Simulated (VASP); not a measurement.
# Mo (Im-3m) in VASP: density of states with PBE

Aim: the density of states of Mo with PBE.

Program: VASP 6.6.1. These are calculated values, not measurements. Logs are shortened: lines on timing, memory, paths and dates and some standing lists are left out, and cuts for length are marked.

**1. The crystal as given**

Symmetry: Im-3m, No. 229, cubic system. The conventional cell has a = 3.147 Å, b = 3.147 Å, c = 3.147 Å, α = 90.00°, β = 90.00°, γ = 90.00°. Around Mo (site symmetry m-3m) lie 8 Mo at 2.73 Å.

**2. Density of states, PBE**

POSCAR reads:

```
Mo
1.0
   -1.5734150000      1.5734150000      1.5734150000
    1.5734150000     -1.5734150000      1.5734150000
    1.5734150000      1.5734150000     -1.5734150000
Mo
1
Direct
    0.0000000000      0.0000000000      0.0000000000
```

INCAR.step1 reads:

```
PREC = Accurate
ENCUT = 520
EDIFF = 1E-7
ISMEAR = 0
SIGMA = 0.1
LREAL = F
LASPH = T
NELM = 80
ALGO = Normal
ISIF = 2
LWAVE = F
LCHARG = T
LMAXMIX = 4
GGA = PE
NBANDS = 13
```

KPOINTS.step1 reads:

```
Automatic mesh
0
Gamma
  18 18 18
```

INCAR.step2 reads:

```
PREC = Accurate
ENCUT = 520
EDIFF = 1E-7
ISMEAR = -5
SIGMA = 0.1
LREAL = F
LASPH = T
NELM = 80
ALGO = Normal
ISIF = 2
LWAVE = F
LCHARG = F
LMAXMIX = 4
GGA = PE
LORBIT = 11
NBANDS = 13
NEDOS = 1001
ICHARG = 11
```

KPOINTS.step2 reads:

```
Automatic mesh
0
Gamma
  27 27 27
```

Potentials or basis: VASP PAW PBE potentials, release 64 (Mo_sv).

Launch:

```
> cat potpaw_PBE.64/Mo_sv/POTCAR > POTCAR
> cp INCAR.step1 INCAR
> cp KPOINTS.step1 KPOINTS
> mpirun -np 1 vasp_std > vasp.out
> cp INCAR.step2 INCAR
> cp KPOINTS.step2 KPOINTS
> mpirun -np 1 vasp_std > vasp.out
```

OUTCAR:

```text
PREC = Accurate
   ENCUT = 520
   EDIFF = 1E-7
   ISMEAR = -5
   LREAL = F
   LASPH = T
   NELM = 80
   ISIF = 2
   GGA = PE
   LORBIT = 11
   ICHARG = 11

 ion  position               nearest neighbor table
   1  0.000  0.000  0.000-

  LATTYP: Found a body centered cubic cell.
 ALAT       =     3.1468300000

  Lattice vectors:

 A1 = (  -1.5734150000,   1.5734150000,   1.5734150000)
 A2 = (   1.5734150000,  -1.5734150000,   1.5734150000)
 A3 = (   1.5734150000,   1.5734150000,  -1.5734150000)

Analysis of symmetry for initial positions (statically):
=====================================================================
 Subroutine PRICEL returns:
 Original cell was already a primitive cell.

 Routine SETGRP: Setting up the symmetry group for a
 body centered cubic supercell.

 Subroutine GETGRP returns: Found 48 space group operations
 (whereof 48 operations were pure point group operations)
 out of a pool of 48 trial point group operations.

The static configuration has the point symmetry O_h .

Analysis of symmetry for dynamics (positions and initial velocities):
=====================================================================
 Subroutine PRICEL returns:
 Original cell was already a primitive cell.

 Routine SETGRP: Setting up the symmetry group for a
 body centered cubic supercell.

 Subroutine GETGRP returns: Found 48 space group operations
 (whereof 48 operations were pure point group operations)
 out of a pool of 48 trial point group operations.

The dynamic configuration has the point symmetry O_h .

 Subroutine INISYM returns: Found 48 space group operations
 (whereof 48 operations are pure point group operations),
 and found     1 'primitive' translations

----------------------------------------------------------------------------------------

                                     Primitive cell

  volume of cell :      15.5808

  direct lattice vectors                    reciprocal lattice vectors
    -1.573415000  1.573415000  1.573415000     0.000000000  0.317780115  0.317780115
     1.573415000 -1.573415000  1.573415000     0.317780115  0.000000000  0.317780115
     1.573415000  1.573415000 -1.573415000     0.317780115  0.317780115  0.000000000

  length of vectors
     2.725234721  2.725234721  2.725234721     0.449408949  0.449408949  0.449408949

  position of ions in fractional coordinates (direct lattice)
     0.000000000  0.000000000  0.000000000

  ion indices of the primitive-cell ions
   primitive index   ion index
                 1           1

----------------------------------------------------------------------------------------

 KPOINTS: Automatic mesh

Automatic generation of k-mesh.
 Grid dimensions read from file:
 generate k-points for:   27   27   27

 Generating k-lattice:

  Cartesian coordinates                     Fractional coordinates (reciprocal lattice)
     0.000000000  0.011769634  0.011769634     0.037037037  0.000000000  0.000000000
     0.011769634  0.000000000  0.011769634     0.000000000  0.037037037  0.000000000
     0.011769634  0.011769634  0.000000000     0.000000000  0.000000000  0.037037037

  Length of vectors
     0.016644776  0.016644776  0.016644776

  Shift w.r.t. Gamma in fractional coordinates (k-lattice)
     0.000000000  0.000000000  0.000000000

 TETIRR: Found  23679 inequivalent tetrahedra from   118098

 Subroutine IBZKPT returns following result:
 ===========================================

 Found    560 irreducible k-points:

 Following reciprocal coordinates:
            Coordinates               Weight
  0.000000  0.000000  0.000000      1.000000
  0.037037  0.000000  0.000000     12.000000
  0.074074  0.000000  0.000000     12.000000
  0.111111  0.000000  0.000000     12.000000
  0.148148  0.000000  0.000000     12.000000
  0.185185  0.000000  0.000000     12.000000
[... 16 lines left out ...]
  0.333333  0.037037  0.000000     48.000000
  0.370370  0.037037  0.000000     48.000000
 [... further k-points ...]
   k-points           NKPTS =    560   k-points in BZ     NKDIM =    560   number of bands    NBANDS=     13
   number of dos      NEDOS =   1001   number of ions     NIONS =      1
   total plane-waves  NPLWV =   8000
   dimension x,y,z NGX =    20 NGY =   20 NGZ =   20
   dimension x,y,z NGXF=    40 NGYF=   40 NGZF=   40
   ions per type =               1
   NGX,Y,Z   is equivalent  to a cutoff of  12.20, 12.20, 12.20 a.u.
   NGXF,Y,Z  is equivalent  to a cutoff of  24.40, 24.40, 24.40 a.u.
 SYSTEM =  unknown system
   PREC   = accura    normal or accurate (medium, high low for compatibility)
   ISTART =      0    job   : 0-new  1-cont  2-samecut
   ICHARG =     11    charge: 1-file 2-atom 10-const
   ISPIN  =      1    spin polarized calculation?
   LNONCOLLINEAR =      F non collinear calculations
   LSORBIT =      F    spin-orbit coupling
   LASPH  =      T    aspherical Exc in radial PAW
   ENCUT  =  520.0 eV  38.22 Ry    6.18 a.u.   5.07  5.07  5.07*2*pi/ulx,y,z
   NELM   =     80;   NELMIN=  2; NELMDL=  0     # of ELM steps
   EDIFF  = 0.1E-06   stopping-criterion for ELM
   LREAL  =      F    real-space projection
   EDIFFG = 0.1E-05   stopping-criterion for IOM
   NSW    =      0    number of steps for IOM
   IBRION =     -1    ionic relax: 0-MD 1-quasi-New 2-CG
   NFREE  =      0    steps in history (QN), initial steepest desc. (CG)
   ISIF   =      2    stress and relaxation
   ISYM   =      2    0-nonsym 1-usesym 2-fastsym
   POTIM  = 0.5000    time-step for ionic-motion
   TEBEG  =    0.0;   TEEND  =   0.0 temperature during run
   PSTRESS=    0.0 pullay stress
   NELECT =      14.0000    total number of electrons
   NUPDOWN=      -1.0000    fix difference up-down
   EMIN   =  10.00;   EMAX   =-10.00  energy-range for DOS
   EFERMI =   0.00;   METHOD = LEGACY
   ISMEAR =    -5;   SIGMA  =   0.10  broadening in eV -4-tet -1-fermi 0-gaus
   EFERMI_NEDOS =   21; number of points for ismear=-14 and -15
   IALGO  =     38    algorithm
   IMIX   =      4    mixing-type and parameters
     AMIX     =   0.40;   BMIX     =  1.00
     AMIX_MAG =   1.60;   BMIX_MAG =  1.00
  volume/ion in A,a.u.               =      15.58       105.14
  Fermi-wavevector in a.u.,A,eV,Ry     =   1.579747  2.985289 33.954710  2.495601
  Thomas-Fermi vector in A             =   2.680079
   LORBIT       =     11    0 simple, 1 ext, 2 COOP (PROOUT), +10 PAW based schemes
   GGA     = PE    functional components
   LHFCALC =     F    Hartree Fock is set to
   AEXX    =    0.0000 exact exchange contribution
   IVDW    =     0    specifies the selected vdW correction
   LEPSILON=     F    determine dielectric tensor
   LRPA    =     F    only Hartree local field effects (RPA)
 non-spin polarized calculation
 Fermi weights with tetrahedron method with Bloechl corrections
  energy-cutoff  :      520.00
  volume of cell :       15.58
 maximum number of plane-waves:       435

 number of electron      14.0000001 magnetization

 Free energy of the ion-electron system (eV)
  ---------------------------------------------------
  ext. energy  EPLUGINS =         0.00000000
  ---------------------------------------------------
  free energy    TOTEN  =       -10.93235680 eV

  energy without entropy =      -10.93235680  energy(sigma->0) =      -10.93235680

 E-fermi :  12.6694     XC(G=0): -13.4089

 val. band max:       12.7252906522   @ k =   0.4074   0.1111   0.0741
 cond. band min:      12.6425933262   @ k =  -0.2593   0.3704   0.1481
 fundamental gap:     -0.0826973260
 Fermi energy:        12.6693892412

 k-point     1 :       0.0000    0.0000    0.0000
  band No.  band energies     occupation
      1     -48.6352      2.00000
      2     -21.8940      2.00000
      3     -21.8940      2.00000
      4     -21.8940      2.00000
      5       5.3995      2.00000
      6      11.2757      2.00000
      7      11.2757      2.00000
      8      11.2757      2.00000
      9      14.3138      0.00000
     10      14.3138      0.00000
     11      27.4831      0.00000
     12      27.4831      0.00000
     13      27.4831      0.00000

 k-point     2 :       0.0370    0.0000    0.0000
  band No.  band energies     occupation
      1     -48.6316      2.00000
      2     -21.9144      2.00000
      3     -21.9003      2.00000
      4     -21.8941      2.00000
      5       5.4611      2.00000
      6      11.2407      2.00000
      7      11.2707      2.00000
      8      11.3332      2.00000
      9      14.2598      0.00000
     10      14.3145      0.00000
     11      27.5308      0.00000
     12      27.5867      0.00000
     13      27.6084      0.00000

 k-point     3 :       0.0741    0.0000    0.0000
  band No.  band energies     occupation
      1     -48.6212      2.00000
      2     -21.9745      2.00000
      3     -21.9188      2.00000
      4     -21.8945      2.00000
      5       5.6421      2.00000
      6      11.1391      2.00000
      7      11.2515      2.00000
      8      11.5043      2.00000
      9      14.1177      0.00000
     10      14.3177      0.00000
     11      27.6620      0.00000
     12      27.8931      0.00000
     13      27.9559      0.00000
[... 305 lines left out ...]
 k-point    23 :       0.3333    0.0370    0.0000
  band No.  band energies     occupation
      1     -48.4206      2.00000
      2     -23.0370      2.00000
      3     -22.2597      2.00000
      4     -21.9113      2.00000
      5       7.6221      2.00000
      6       9.5836      2.00000
      7      12.1435      2.04306
      8      14.1487      0.00000
      9      14.7756      0.00000
     10      15.7405      0.00000
     11      25.9094      0.00000
     12      26.6512      0.00000
     13      32.7597      0.00000

 k-point    24 :       0.3704    0.0370    0.0000
  band No.  band energies     occupation
      1     -48.3977      2.00000
      2     -23.1491      2.00000
      3     -22.2977      2.00000
      4     -21.9125      2.00000
      5       7.5297      2.00000
      6       9.4375      2.00000
      7      12.7645      0.85870
      8      14.2997      0.00000
      9      14.8860      0.00000
     10      16.4197      0.00000
     11      25.3826      0.00000
     12      25.7857      0.00000
     13      31.6474      0.00000

 [... further k-points ...]

------------------------ aborting loop because EDIFF is reached ----------------------------------------

  FORCE on cell =-STRESS in cart. coord.  units (eV):
  Direction    XX          YY          ZZ          XY          YZ          ZX
  --------------------------------------------------------------------------------------
  -------------------------------------------------------------------------------------
  Total        0.3688780      0.3688780      0.3688780      0.0000000      0.0000000      0.0000000
  in kB       37.9318055     37.9318055     37.9318055      0.0000000      0.0000000      0.0000000
  external PRESSURE =      37.9318055 kB  Pullay stress =       0.0000000 kB

 VOLUME and BASIS-vectors are now :
 -----------------------------------------------------------------------------
  energy-cutoff  :      520.00
  volume of cell :       15.58
      direct lattice vectors                 reciprocal lattice vectors
    -1.573415000  1.573415000  1.573415000     0.000000000  0.317780115  0.317780115
     1.573415000 -1.573415000  1.573415000     0.317780115  0.000000000  0.317780115
     1.573415000  1.573415000 -1.573415000     0.317780115  0.317780115  0.000000000

 POSITION                                       TOTAL-FORCE (eV/Angst)
 -----------------------------------------------------------------------------------
      0.00000      0.00000      0.00000         0.000000      0.000000     -0.000000
 -----------------------------------------------------------------------------------
    total drift:                               -0.000000      0.000000      0.000000

  FREE ENERGIE OF THE ION-ELECTRON SYSTEM (eV)
  ---------------------------------------------------
  free  energy   TOTEN  =       -10.9323568049 eV

  energy  without entropy=      -10.9323568049  energy(sigma->0) =      -10.93235680

 total charge

# of ion       s       p       d       tot
------------------------------------------
    1        2.383   6.208   3.914  12.506
```

It took 65 s on 1 thread of Intel Xeon Platinum 8488C (Sapphire Rapids), shared host; peak memory 0.25 GiB.

Results:

| Quantity | Value |
| --- | --- |
| Valence electrons inside the program's atomic spheres | Mo 12.51 |

States per cell in windows of 1 eV (zero at the Fermi level; states under -8 eV left out):
```csv
from (eV),total,Mo1_d,Mo1_p,Mo1_s
-8.0,0.01,0.00,0.00,0.00
-7.0,0.06,0.00,0.00,0.03
-6.0,0.33,0.13,0.01,0.09
-5.0,1.28,0.72,0.04,0.17
-4.0,1.30,0.94,0.05,0.04
-3.0,1.21,0.92,0.05,0.02
-2.0,1.34,0.90,0.10,0.04
-1.0,0.53,0.35,0.05,0.01
0.0,0.95,0.76,0.04,0.01
1.0,1.40,1.24,0.02,0.01
2.0,1.67,1.50,0.03,0.02
3.0,0.69,0.57,0.03,0.02
4.0,0.35,0.26,0.03,0.02
5.0,0.28,0.17,0.04,0.02
6.0,0.26,0.13,0.05,0.02
7.0,0.23,0.11,0.05,0.01
```

Caveat: tetrahedron occupations give inexact forces and stress in metals.
